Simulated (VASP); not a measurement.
# ZnS (F-43m) in VASP: Born charges and dielectric tensor with LDA

Aim: the Born charges and dielectric tensor of ZnS with LDA.

All numbers are computed with VASP 6.6.1; they aren't measurements. Logs are shortened: lines on timing, memory, paths and dates and some standing lists are left out, and cuts for length are marked.

**Experimental background.**

“Electronic, vibrational, and thermodynamic properties of ZnS (zincblende and rocksalt structure)”, 2009, arxiv:0911.5022 quotes, for a bulk crystal of ZnS at 19 K: band gap 3.85 eV (direct).

From a printed reference work, monograph, for a bulk crystal of ZnS: high-frequency dielectric constant 5.14.

The runs below are set against these values where they give the same quantity.

## Step 1: The crystal as given

Symmetry: F-43m, No. 216, cubic system. Conventional cell: a = 5.302 Å, b = 5.302 Å, c = 5.302 Å, α = 90.00°, β = 90.00°, γ = 90.00°. Zn (site symmetry -43m) has 4 S at 2.30 Å as nearest neighbours. S (site symmetry -43m) has 4 Zn at 2.30 Å as nearest neighbours.

The cell is a database's computed one.

## Step 2: Born charges and dielectric tensor, LDA

INCAR reads:

```
SYSTEM = ZnS
ALGO = Fast
EDIFF = 1E-8
ENCUT = 600
GGA = CA
IBRION = 8
ISIF = 2
ISMEAR = 0
LASPH = .TRUE.
LCHARG = .FALSE.
LEPSILON = .TRUE.
LREAL = .FALSE.
LWAVE = .FALSE.
NELM = 100
NSW = 1
PREC = Accurate
SIGMA = 0.02
```

KPOINTS reads:

```
k-points
0
G
  12 12 12
  0 0 0
```

POSCAR reads:

```
ZnS
1.0
    0.0000000000      2.6509500000      2.6509500000
    2.6509500000      0.0000000000      2.6509500000
    2.6509500000      2.6509500000      0.0000000000
Zn S
1 1
Direct
    0.0000000000      0.0000000000      0.0000000000
    0.7500000000      0.7500000000      0.7500000000
```

Potentials or basis: VASP PAW LDA potentials, release 64 (Zn, S).

On the command line:

```
$ cat potpaw_LDA.64/Zn/POTCAR potpaw_LDA.64/S/POTCAR > POTCAR
$ mpirun -np 1 vasp_std > vasp.out
```

OUTCAR:

```text
SYSTEM = ZnS
   EDIFF = 1E-8
   ENCUT = 600
   GGA = CA
   IBRION = 8
   ISIF = 2
   ISMEAR = 0
   LASPH = .TRUE.
   LEPSILON = .TRUE.
   LREAL = .FALSE.
   NELM = 100
   NSW = 1
   PREC = Accurate

 ion  position               nearest neighbor table
   1  0.000  0.000  0.000-   2 2.30   2 2.30   2 2.30   2 2.30
   2  0.750  0.750  0.750-   1 2.30   1 2.30   1 2.30   1 2.30

  LATTYP: Found a face centered cubic cell.
 ALAT       =     5.3019000000

  Lattice vectors:

 A1 = (   0.0000000000,   2.6509500000,   2.6509500000)
 A2 = (   2.6509500000,   0.0000000000,   2.6509500000)
 A3 = (   2.6509500000,   2.6509500000,   0.0000000000)

Analysis of symmetry for initial positions (statically):
=====================================================================
 Subroutine PRICEL returns:
 Original cell was already a primitive cell.

 Routine SETGRP: Setting up the symmetry group for a
 face centered cubic supercell.

 Subroutine GETGRP returns: Found 24 space group operations
 (whereof 24 operations were pure point group operations)
 out of a pool of 48 trial point group operations.

The static configuration has the point symmetry T_d .

Analysis of symmetry for dynamics (positions and initial velocities):
=====================================================================
 Subroutine PRICEL returns:
 Original cell was already a primitive cell.

 Routine SETGRP: Setting up the symmetry group for a
 face centered cubic supercell.

 Subroutine GETGRP returns: Found 24 space group operations
 (whereof 24 operations were pure point group operations)
 out of a pool of 48 trial point group operations.

The dynamic configuration has the point symmetry T_d .

 Subroutine INISYM returns: Found 24 space group operations
 (whereof 24 operations are pure point group operations),
 and found     1 'primitive' translations

----------------------------------------------------------------------------------------

                                     Primitive cell

  volume of cell :      37.2593

  direct lattice vectors                    reciprocal lattice vectors
     0.000000000  2.650950000  2.650950000    -0.188611630  0.188611630  0.188611630
     2.650950000  0.000000000  2.650950000     0.188611630 -0.188611630  0.188611630
     2.650950000  2.650950000  0.000000000     0.188611630  0.188611630 -0.188611630

  length of vectors
     3.749009443  3.749009443  3.749009443     0.326684926  0.326684926  0.326684926

  position of ions in fractional coordinates (direct lattice)
     0.000000000  0.000000000  0.000000000
     0.750000000  0.750000000  0.750000000

  ion indices of the primitive-cell ions
   primitive index   ion index
                 1           1
                 2           2

----------------------------------------------------------------------------------------

 KPOINTS: k-points

Automatic generation of k-mesh.
 Grid dimensions read from file:
 generate k-points for:   12   12   12

 Generating k-lattice:
[... 535 lines left out ...]

 Free energy of the ion-electron system (eV)
  ---------------------------------------------------
  ---------------------------------------------------
  free energy    TOTEN  =        -0.55589123 eV

  energy without entropy =       -0.55589123

------------------------ aborting loop because EDIFF is reached ----------------------------------------

--------------------------------------- Ionic step        2  -------------------------------------------

------------------------ aborting loop because EDIFF is reached ----------------------------------------

--------------------------------------- Ionic step        3  -------------------------------------------

------------------------ aborting loop because EDIFF is reached ----------------------------------------

 PIEZOELECTRIC TENSOR FIELD DIRECTION 3  (e Angst)
 -----------------------------------------------------------------------------
    -0.00071  1.52931  0.00000           ( -0.00000 -0.01399  0.00000)
     1.52931 -0.00071  0.00000           ( -0.01399 -0.00000  0.00000)
     0.00000  0.00000 -0.00025           (  0.00000  0.00000 -0.00000)

 PIEZOELECTRIC TENSOR FIELD DIRECTION 3  (C/m^2)
 -----------------------------------------------------------------------------
    -0.00031  0.65762  0.00000
     0.65762 -0.00031  0.00000
     0.00000  0.00000 -0.00011

--------------------------------------- Ionic step        4  -------------------------------------------

------------------------ aborting loop because EDIFF is reached ----------------------------------------

[... ionic steps 5 to 6 ...]

--------------------------------------- Ionic step        7  -------------------------------------------

 Free energy of the ion-electron system (eV)
  ---------------------------------------------------
  ---------------------------------------------------
  free energy    TOTEN  =        -0.10383163 eV

  energy without entropy =       -0.10383163

------------------------ aborting loop because EDIFF is reached ----------------------------------------

 INTERNAL STRAIN TENSOR  FOR ION    2  DIRECTION 1   (eV/Angst):
 -----------------------------------------------------------------------------
    -0.01067  0.00000  0.00000
     0.00000  0.01046  6.50488
     0.00000  6.50488  0.01046

 MACROSCOPIC STATIC DIELECTRIC TENSOR (including local field effects in DFT)
 ------------------------------------------------------
           6.128079    -0.000000     0.000000
           0.000000     6.128079     0.000000
          -0.000000     0.000000     6.128079
 ------------------------------------------------------

 PIEZOELECTRIC TENSOR (including local field effects)  for field in x, y, z        (e  Angst)
          XX          YY          ZZ          XY          YZ          ZX
  --------------------------------------------------------------------------------
  x     0.00000    -0.00000     0.00000     0.00000     1.53831     0.00000
  y    -0.00000     0.00000     0.00000     0.00000     0.00000     1.53831
  z    -0.00000    -0.00000     0.00000     1.53831     0.00000     0.00000

 PIEZOELECTRIC TENSOR (including local field effects)  for field in x, y, z        (C/m^2)
          XX          YY          ZZ          XY          YZ          ZX
  --------------------------------------------------------------------------------
  x     0.00000    -0.00000     0.00000     0.00000     0.66149     0.00000
  y    -0.00000     0.00000     0.00000     0.00000     0.00000     0.66149
  z    -0.00000    -0.00000     0.00000     0.66149     0.00000     0.00000

 BORN EFFECTIVE CHARGES (including local field effects) (in |e|, cummulative output)
 ---------------------------------------------------------------------------------
 ion    1
    1     1.91444    -0.00000    -0.00000
    2    -0.00000     1.91444    -0.00000
    3     0.00000     0.00000     1.91444
 ion    2
    1    -1.91444     0.00000     0.00000
    2     0.00000    -1.91444     0.00000
    3    -0.00000    -0.00000    -1.91444

 INTERNAL STRAIN TENSOR FOR ION    2 for displacements in x,y,z  (eV/Angst):
          X           Y           Z          XY          YZ          ZX
  --------------------------------------------------------------------------------
  x     0.00000     0.00000     0.00000     0.00000     6.50488     0.00000
  y    -0.00000     0.00000    -0.00000     0.00000     0.00000     6.50488
  z     0.00000     0.00000     0.00000     6.50488     0.00000     0.00000

 SECOND DERIVATIVES (NOT SYMMETRIZED)
 ------------------------------------
               1X          1Y          1Z          2X          2Y          2Z
  1X    -6.629720    0.000000    0.000000    6.629720    0.000000    0.000000
  1Y     0.000000   -6.629720    0.000000    0.000000    6.629720    0.000000
  1Z     0.000000    0.000000   -6.629720    0.000000    0.000000    6.629720
  2X     6.691023    0.000000    0.000000   -6.691023    0.000000    0.000000
  2Y     0.000000    6.691023    0.000000    0.000000   -6.691023    0.000000
  2Z     0.000000    0.000000    6.691023    0.000000    0.000000   -6.691023

 Eigenvectors and eigenvalues of the dynamical matrix
 ----------------------------------------------------

   1 f  =    8.704997 THz    54.695111 2PiTHz  290.367454 cm-1    36.000960 meV
             X         Y         Z           dx          dy          dz
      0.000000  0.000000  0.000000    -0.571842   -0.000000    0.000000
      3.976425  3.976425  3.976425     0.820364    0.000000   -0.000000
[... 21 lines left out ...]
   6 f/i=    0.018794 THz     0.118084 2PiTHz    0.626886 cm-1     0.077724 meV
             X         Y         Z           dx          dy          dz
      0.000000  0.000000  0.000000     0.061711    0.578556   -0.578326
      3.976425  3.976425  3.976425     0.043016    0.403288   -0.403128

--------------------------------------------------------------------------------------------------------

 MACROSCOPIC STATIC DIELECTRIC TENSOR IONIC CONTRIBUTION
 ------------------------------------------------------
           2.672463    -0.000000     0.000000
          -0.000000     2.672463    -0.000000
           0.000000    -0.000000     2.672463
 ------------------------------------------------------

 ELASTIC MODULI CONTR FROM IONIC RELAXATION (kBar)
 Direction    XX          YY          ZZ          XY          YZ          ZX
 --------------------------------------------------------------------------------
 XX          -0.0000     -0.0000     -0.0000     -0.0000      0.0000      0.0000
 YY          -0.0000     -0.0000     -0.0000     -0.0000     -0.0000      0.0000
 ZZ          -0.0000     -0.0000     -0.0000      0.0000     -0.0000      0.0000
 XY          -0.0000     -0.0000      0.0000   -272.6276      0.0000      0.0000
 YZ           0.0000     -0.0000     -0.0000      0.0000   -272.6276      0.0000
 ZX           0.0000      0.0000      0.0000      0.0000      0.0000   -272.6276
 --------------------------------------------------------------------------------

 PIEZOELECTRIC TENSOR IONIC CONTR  for field in x, y, z        (C/m^2)
          XX          YY          ZZ          XY          YZ          ZX
  --------------------------------------------------------------------------------
  x     0.00000    -0.00000    -0.00000     0.00000    -0.80318     0.00000
  y     0.00000     0.00000     0.00000     0.00000     0.00000    -0.80318
  z    -0.00000    -0.00000    -0.00000    -0.80318    -0.00000    -0.00000
```

Wall time 20 min (1 thread of Intel Xeon Platinum 8259CL at 2.50GHz (Skylake/Cascade Lake), shared host); peak memory 0.5 GiB.

Results:

```
Band gap on the k mesh                                  : 2.15 eV, direct
Electronic dielectric tensor (diagonal)                 : 6.13
Born charges (mean of the diagonal)                     : Zn +1.91; S -1.91 e
Highest phonon frequency at Γ, LO-TO splitting left out : 290 cm⁻¹
```

Phonon frequencies in cm⁻¹ (negative: imaginary):
```csv
q point,frequencies
"(0.000, 0.000, 0.000)",-1 -1 -1 290 290 290
```

Electronic dielectric tensor:
```
6.13 0.00 0.00
0.00 6.13 0.00
0.00 0.00 6.13
```

Born effective charge tensors (e):
atom 1, Zn
```
1.91 0.00 0.00
0.00 1.91 0.00
0.00 0.00 1.91
```
atom 2, S
```
-1.91  0.00  0.00
 0.00 -1.91  0.00
 0.00  0.00 -1.91
```

## Step 3: Comparison with measurements

Step 2. Against the measured gap of ZnS, 3.85 eV (direct; 19 K; quoted in “Electronic, vibrational, and thermodynamic properties of ZnS (zincblende and rocksalt structure)”, 2009, arxiv:0911.5022), the calculated 2.15 eV is off by -1.70 eV. The value is that of LDA on a finite k mesh, which can miss the band edges, without temperature or zero-point motion. Semilocal functionals fall short of measured gaps as a rule. The cell is a database's relaxed one, not the measured one, which moves gaps too. A measured high-frequency dielectric constant of ZnS is 5.14 (a printed reference work, monograph); the calculated 6.13 misses it by +19.2 %.
